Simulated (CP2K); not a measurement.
# Nb (P-1) in CP2K: convergence with rel cutoff ry

Aim: find how far rel cutoff ry must go before the results for Nb settle, at PBE. This setting moves, with any that are tied to it; all else stays.

All numbers are computed with CP2K 2026.2; they aren't measurements. Logs are shortened: lines on timing, memory, paths and dates and some standing lists are left out, and cuts for length are marked.

**1. The cell of the first run**

The typed cell holds 1 atom: a = 2.882 Å, b = 2.826 Å, c = 2.851 Å, α = 109.04°, β = 109.09°, γ = 107.66°.

The cell isn't the ideal one: cell strained at random at fixed volume.

**2. With rel cutoff ry 20**

File nb_converge.inp:

```
&GLOBAL
  PROJECT nb_converge
  RUN_TYPE ENERGY_FORCE
  PRINT_LEVEL LOW
&END GLOBAL
&FORCE_EVAL
  METHOD QS
  STRESS_TENSOR ANALYTICAL
  &DFT
    BASIS_SET_FILE_NAME BASIS_MOLOPT_UZH
    POTENTIAL_FILE_NAME POTENTIAL_UZH
    &MGRID
      CUTOFF 450
      REL_CUTOFF 20
      NGRIDS 4
    &END MGRID
    &QS
      METHOD GPW
      EPS_DEFAULT 1.0E-9
    &END QS
    &KPOINTS
      SCHEME MONKHORST-PACK 8 9 9
      GAMMA_CENTERED T
      SYMMETRY T
      SYMMETRY_BACKEND SPGLIB
    &END KPOINTS
    &SCF
      SCF_GUESS ATOMIC
      EPS_SCF 1.0E-6
      MAX_SCF 100
      ADDED_MOS 11
      CHOLESKY OFF
      EPS_EIGVAL 1.0E-7
      &DIAGONALIZATION ON
        ALGORITHM STANDARD
      &END DIAGONALIZATION
      &MIXING ON
        METHOD BROYDEN_MIXING
        ALPHA 0.4
        BETA 1.5
        NBUFFER 8
      &END MIXING
      &SMEAR ON
        METHOD FERMI_DIRAC
        ELECTRONIC_TEMPERATURE 580.23
      &END SMEAR
    &END SCF
    &XC
      &XC_FUNCTIONAL
        &GGA_X_PBE
        &END GGA_X_PBE
        &GGA_C_PBE
        &END GGA_C_PBE
      &END XC_FUNCTIONAL
    &END XC
    &PRINT
      &KPOINTS ON
      &END KPOINTS
      &MULLIKEN ON
      &END MULLIKEN
      &MO ON
        ENERGIES T
        OCCUPATION_NUMBERS T
        &EACH
          QS_SCF 0
        &END EACH
        ADD_LAST NUMERIC
      &END MO
    &END PRINT
  &END DFT
  &SUBSYS
    &CELL
      A 2.8823127774 0.0000000000 0.0000000000
      B -0.8570176115 2.6926191362 0.0000000000
      C -0.9323560251 -1.2728404551 2.3744595515
      PERIODIC XYZ
    &END CELL
    &COORD
      SCALED
      Nb  0.0096270000 0.0058460000 0.0067670000
    &END COORD
    &KIND Nb
      BASIS_SET TZVP-MOLOPT-PBE-GTH-q13
      POTENTIAL GTH-PBE-q13
    &END KIND
    &PRINT
      &ATOMIC_COORDINATES ON
      &END ATOMIC_COORDINATES
      &CELL ON
      &END CELL
      &SYMMETRY ON
      &END SYMMETRY
    &END PRINT
  &END SUBSYS
  &PRINT
    &FORCES ON
    &END FORCES
    &STRESS_TENSOR ON
    &END STRESS_TENSOR
  &END PRINT
&END FORCE_EVAL
```

Potentials or basis: POTENTIAL_UZH Nb GTH-PBE-q13; TZVP-MOLOPT-PBE-GTH basis.

On the command line:

```sh
$ OMP_NUM_THREADS=1 cp2k.psmp -i nb_converge.inp -o nb_converge.out
```

Wall time 1.8 min (1 thread of Intel Xeon Platinum 8259CL at 2.50GHz (Skylake/Cascade Lake), shared host); peak memory 0.35 GiB.

What came out:

- Free energy: -1540.8173 eV
- Pressure: -1.9 GPa
- Band gap on the k mesh: none (metal or under the smearing width)

**3. With rel cutoff ry 30**

nb_converge.inp: that of step 2 with these lines changed.

```diff
@@ -13,3 +13,3 @@
       CUTOFF 450
-      REL_CUTOFF 20
+      REL_CUTOFF 30
       NGRIDS 4
```

Potentials or basis: POTENTIAL_UZH Nb GTH-PBE-q13; TZVP-MOLOPT-PBE-GTH basis.

On the command line:

```sh
$ OMP_NUM_THREADS=1 cp2k.psmp -i nb_converge.inp -o nb_converge.out
```

Run time: 1.9 min. Hardware: 1 thread of Intel Xeon Platinum 8259CL at 2.50GHz (Skylake/Cascade Lake), shared host; peak memory 0.36 GiB.

What came out:

- Free energy: -1540.8224 eV
- Pressure: -1.8 GPa
- Band gap on the k mesh: none (metal or under the smearing width)

**4. With rel cutoff ry 40**

nb_converge.inp: that of step 3 with these lines changed.

```diff
@@ -13,3 +13,3 @@
       CUTOFF 450
-      REL_CUTOFF 30
+      REL_CUTOFF 40
       NGRIDS 4
```

On the command line:

```sh
$ OMP_NUM_THREADS=1 cp2k.psmp -i nb_converge.inp -o nb_converge.out
```

It took 1.9 min on 1 thread of Intel Xeon Platinum 8259CL at 2.50GHz (Skylake/Cascade Lake), shared host; peak memory 0.36 GiB.

What came out:

| Quantity | Value |
| --- | --- |
| Free energy | -1540.8224 eV |
| Pressure | -1.8 GPa |
| Band gap on the k mesh | none (metal or under the smearing width) |

**5. With rel cutoff ry 50**

nb_converge.inp: that of step 4 with these lines changed.

```diff
@@ -13,3 +13,3 @@
       CUTOFF 450
-      REL_CUTOFF 40
+      REL_CUTOFF 50
       NGRIDS 4
```

On the command line:

```sh
$ OMP_NUM_THREADS=1 cp2k.psmp -i nb_converge.inp -o nb_converge.out
```

Run time: 2 min. Hardware: 1 thread of Intel Xeon Platinum 8259CL at 2.50GHz (Skylake/Cascade Lake), shared host; peak memory 0.35 GiB.

What came out:

```
Free energy            : -1540.8224 eV
Pressure               : -1.8 GPa
Band gap on the k mesh : none (metal or under the smearing width)
```

**6. With rel cutoff ry 60**

nb_converge.inp: that of step 5 with these lines changed.

```diff
@@ -13,3 +13,3 @@
       CUTOFF 450
-      REL_CUTOFF 50
+      REL_CUTOFF 60
       NGRIDS 4
```

Potentials or basis: POTENTIAL_UZH Nb GTH-PBE-q13; TZVP-MOLOPT-PBE-GTH basis.

On the command line:

```sh
$ OMP_NUM_THREADS=1 cp2k.psmp -i nb_converge.inp -o nb_converge.out
```

It took 2 min on 1 thread of Intel Xeon Platinum 8259CL at 2.50GHz (Skylake/Cascade Lake), shared host; peak memory 0.35 GiB.

The run converged. Its results:

- Free energy: -1540.8224 eV
- Pressure: -1.8 GPa
- Band gap on the k mesh: none (metal or under the smearing width)

**7. With rel cutoff ry 80**

nb_converge.inp: that of step 6 with these lines changed.

```diff
@@ -13,3 +13,3 @@
       CUTOFF 450
-      REL_CUTOFF 60
+      REL_CUTOFF 80
       NGRIDS 4
```

On the command line:

```sh
$ OMP_NUM_THREADS=1 cp2k.psmp -i nb_converge.inp -o nb_converge.out
```

Run time: 2.5 min. Hardware: 1 thread of Intel Xeon Platinum 8259CL at 2.50GHz (Skylake/Cascade Lake), shared host; peak memory 0.35 GiB.

It converged, with:

```
Free energy            : -1540.8224 eV
Pressure               : -1.8 GPa
Band gap on the k mesh : none (metal or under the smearing width)
```

**8. With rel cutoff ry 100**

nb_converge.inp: that of step 7 with these lines changed.

```diff
@@ -13,3 +13,3 @@
       CUTOFF 450
-      REL_CUTOFF 80
+      REL_CUTOFF 100
       NGRIDS 4
```

Potentials or basis: POTENTIAL_UZH Nb GTH-PBE-q13; TZVP-MOLOPT-PBE-GTH basis.

On the command line:

```sh
$ OMP_NUM_THREADS=1 cp2k.psmp -i nb_converge.inp -o nb_converge.out
```

nb_converge.out:

```text

 CP2K| version string:                                       CP2K version 2026.2
 CP2K| Input file name                                           nb_converge.inp

 GLOBAL| Force Environment number                                              1
 GLOBAL| Basis set file name                                    BASIS_MOLOPT_UZH
 GLOBAL| Potential file name                                       POTENTIAL_UZH
 GLOBAL| MM Potential file name                                     MM_POTENTIAL
 GLOBAL| Coordinate file name                                      __STD_INPUT__
 GLOBAL| Method name                                                        CP2K
 GLOBAL| Project name                                                nb_converge
 GLOBAL| Run type                                                   ENERGY_FORCE
 GLOBAL| FFT library                                                       FFTW3
[... 6 lines left out ...]
 GLOBAL| Total number of message passing processes                             1
 GLOBAL| Number of threads for this process                                    1
 GLOBAL| CPU model name           Intel(R) Xeon(R) Platinum 8259CL CPU @ 2.50GHz

 CELL| Volume [angstrom^3]:                                            18.428111
 CELL| Vector a [angstrom]:       2.882     0.000     0.000   |a| =     2.882313
 CELL| Vector b [angstrom]:      -0.857     2.693     0.000   |b| =     2.825717
 CELL| Vector c [angstrom]:      -0.932    -1.273     2.374   |c| =     2.850872
 CELL| Angle (b,c), alpha [degree]:                                   109.041613
 CELL| Angle (a,c), beta  [degree]:                                   109.089362
 CELL| Angle (a,b), gamma [degree]:                                   107.655441
 CELL| Numerically orthorhombic:                                              NO
 CELL| Periodicity                                                           XYZ

 CELL_REF| Volume [angstrom^3]:                                        18.428111
 CELL_REF| Vector a [angstrom     2.882     0.000     0.000   |a| =     2.882313
 CELL_REF| Vector b [angstrom    -0.857     2.693     0.000   |b| =     2.825717
 CELL_REF| Vector c [angstrom    -0.932    -1.273     2.374   |c| =     2.850872
 CELL_REF| Angle (b,c), alpha [degree]:                               109.041613
 CELL_REF| Angle (a,c), beta  [degree]:                               109.089362
 CELL_REF| Angle (a,b), gamma [degree]:                               107.655441
 CELL_REF| Numerically orthorhombic:                                          NO
 CELL_REF| Periodicity                                                       XYZ
[... 9 lines left out ...]
 TOTAL NUMBERS AND MAXIMUM NUMBERS

  Total number of            - Atomic kinds:                                   1
                             - Atoms:                                          1
                             - Shell sets:                                     1
                             - Shells:                                        11
                             - Primitive Cartesian functions:                  6
                             - Cartesian basis functions:                     41
                             - Spherical basis functions:                     35

  Maximum angular momentum of- Orbital basis functions:                        3
                             - Local part of the GTH pseudopotential:          2
                             - Non-local part of the GTH pseudopotential:      4

 MODULE QUICKSTEP: ATOMIC COORDINATES IN ANGSTROM

   Atom Kind Element         X             Y             Z       Z(eff)     Mass
      1    1 Nb   41      0.016429      0.007128      0.016068  13.0000  92.9064

 Crystal Symmetry Information
       International Symbol:                                                 P-1
       Point Group Symbol:                                                    -1
       Schoenflies Symbol:                                                  Ci^1
[... 31 lines left out ...]
 BRILLOUIN| Gamma-centered k-point mesh                                     ON
 BRILLOUIN| K-point symmetry accuracy                               0.100000E-05
 BRILLOUIN| K-Point point group symmetrization                                ON
 BRILLOUIN| Symmetry backend                                             SPGLIB
 BRILLOUIN| Symmetry reduction method                                    SPGLIB
 BRILLOUIN| Wavefunction type                                            COMPLEX
 BRILLOUIN| List of Kpoints [2 Pi/Bohr]                                      325
 BRILLOUIN| Number           Weight            X              Y              Z
 BRILLOUIN|     1           0.00309       -0.37500       -0.44444       -0.44444
 BRILLOUIN|     2           0.00309       -0.37500       -0.44444       -0.33333
 BRILLOUIN|     3           0.00309       -0.37500       -0.44444       -0.22222
 BRILLOUIN|     4           0.00309       -0.37500       -0.44444       -0.11111
 BRILLOUIN|     5           0.00309       -0.37500       -0.44444        0.00000
 BRILLOUIN|     6           0.00309       -0.37500       -0.44444        0.11111
[... 32 lines left out ...]
 BRILLOUIN|    39           0.00309       -0.37500        0.00000       -0.22222
 BRILLOUIN|    40           0.00309       -0.37500        0.00000       -0.11111
 [... further k-points ...]
 *******************************************************************************

 Extrapolation method: initial_guess

 Number of electrons:                                                         13
 Number of occupied orbitals:                                                  7
 Number of molecular orbitals:                                                18

 Number of orbital functions:                                                 35
 Number of independent orbital functions:                                     35

 SCF WAVEFUNCTION OPTIMIZATION

  Step     Update method      Time    Convergence         Total energy    Change
  ------------------------------------------------------------------------------
     1 NoMix/Diag. 0.40E+00   10.8     0.71790032       -56.8879189393 -5.69E+01
     2 Broy./Diag. 0.40E+00   12.5     0.03913537       -57.5123002021 -6.24E-01
     3 Broy./Diag. 0.40E+00   12.5     0.08392152       -56.9838396782  5.28E-01
     4 Broy./Diag. 0.40E+00   13.9     0.01163603       -56.6029553289  3.81E-01
     5 Broy./Diag. 0.40E+00   14.2     0.00199263       -56.6293708952 -2.64E-02
     6 Broy./Diag. 0.40E+00   12.5     0.00125409       -56.6242523300  5.12E-03
     7 Broy./Diag. 0.40E+00   12.3     0.00011473       -56.6249777309 -7.25E-04
     8 Broy./Diag. 0.40E+00   12.3     0.00007069       -56.6241932979  7.84E-04
     9 Broy./Diag. 0.40E+00   12.2     0.00000821       -56.6242003742 -7.08E-06
    10 Broy./Diag. 0.40E+00   12.4     0.00000268       -56.6241801803  2.02E-05
    11 Broy./Diag. 0.40E+00   12.4     0.00000047       -56.6241839457 -3.77E-06

  *** SCF run converged in    11 steps ***

  Electronic density on regular grids:        -12.9999999953        0.0000000047
  Core density on regular grids:               12.9999999915       -0.0000000085
  Total charge density on r-space grids:       -0.0000000038
  Total charge density g-space grids:          -0.0000000038

  Overlap energy of the core charge distribution:               0.00000000000002
  Self energy of the core charge distribution:               -103.20408107975094
  Core Hamiltonian energy:                                     23.46013485773541
  Hartree energy:                                              29.96203331100980
  Exchange-correlation energy:                                 -6.84188922468486
  Electronic entropic energy:                                  -0.00038181018560
  Fermi energy:                                                 0.51290452198276

  Total energy:                                               -56.62418394574428
  Total energy (extrapolated to T->0):                        -56.62399304065148

 MO| EIGENVALUES AND OCCUPATION NUMBERS FOR K POINT 1
 MO|
 MO|  Index      Eigenvalue [a.u.]        Eigenvalue [eV]             Occupation
 MO|      1              -1.471024             -40.028587               2.000000
 MO|      2              -0.619080             -16.846034               2.000000
 MO|      3              -0.611327             -16.635041               2.000000
 MO|      4              -0.599392             -16.310277               2.000000
 MO|      5               0.408169              11.106839               2.000000
 MO|      6               0.417381              11.357511               2.000000
[... 322 lines left out ...]
 MO|     17               1.731933              47.128282               0.000000
 MO|     18               1.747474              47.551185               0.000000
 MO| Sum:                                                              13.989283
 MO| E(Fermi):            0.512905 a.u.         13.956842 eV

 [... the levels of further k-points ...]

 !-----------------------------------------------------------------------------!
                     Mulliken Population Analysis

 #  Atom  Element  Kind  Atomic population                           Net charge
       1     Nb       1         13.000000                              0.000000
 # Total charge                             13.000000                  0.000000

 !-----------------------------------------------------------------------------!

 ENERGY| Total FORCE_EVAL ( QS ) energy [hartree]            -56.624184020324769

 FORCES| Atomic forces [hartree/bohr]
 FORCES|   Atom     x               y               z               |f|
 FORCES|      1 -1.99737456E-06 -8.43698044E-07 -1.95110954E-06   2.91687504E-06
 FORCES| Sum    -1.99737456E-06 -8.43698044E-07 -1.95110954E-06
 FORCES| Total atomic force                                       2.91687504E-06

 STRESS| Analytical stress tensor [bar]
 STRESS|                        x                   y                   z
 STRESS|      x       -9.85582921020E+03  -1.37608205334E+04  -6.22111919890E+03
 STRESS|      y       -1.37608205334E+04  -2.51649193505E+04  -4.12593684503E+03
 STRESS|      z       -6.22111919890E+03  -4.12593684503E+03  -1.88822099583E+04
 STRESS| 1/3 Trace                                            -1.79676528397E+04
 STRESS| Determinant                                          -6.72352490796E+11

 STRESS| Eigenvectors and eigenvalues of the analytical stress tensor [bar]
 STRESS|                        1                   2                   3
 STRESS| Eigenvalues  -3.59449697656E+04  -1.68477483485E+04  -1.11024040490E+03
 STRESS|      x           0.500904742248     -0.018457596752      0.865305585510
 STRESS|      y           0.781650254202     -0.419648851247     -0.461430083278
 STRESS|      z           0.371641385343      0.907498847806     -0.195776714476
```

Wall time 2.7 min (1 thread of Intel Xeon Platinum 8259CL at 2.50GHz (Skylake/Cascade Lake), shared host); peak memory 0.35 GiB.

Results:

```
Free energy            : -1540.8224 eV
Pressure               : -1.8 GPa
Band gap on the k mesh : none (metal or under the smearing width)
```

**9. Result**

| rel cutoff ry | energy less the tightest run, at zero smearing (meV/atom) | pressure (GPa) | SCF cycles | CPU time (s) | peak memory (GiB) |
| --- | --- | --- | --- | --- | --- |
| 20 | 5.11 | -1.95 | 11 | 110 | 0.35 |
| 30 | 0.03 | -1.80 | 11 | 120 | 0.36 |
| 40 | 0.01 | -1.80 | 11 | 120 | 0.36 |
| 50 | 0.00 | -1.80 | 11 | 120 | 0.35 |
| 60 | 0.00 | -1.80 | 11 | 120 | 0.35 |
| 80 | 0.00 | -1.80 | 11 | 150 | 0.35 |
| 100 | 0.00 | -1.80 | 11 | 160 | 0.35 |

Against the tightest run, the energy stays within 1 meV/atom from 30 on; the pressure stays within 0.1 GPa from 30 on. The tightest run that finished is the yardstick and may itself not be fully converged.

Caveats: the basis of atomic orbitals isn't converged, which shifts pressures, moduli and gaps.
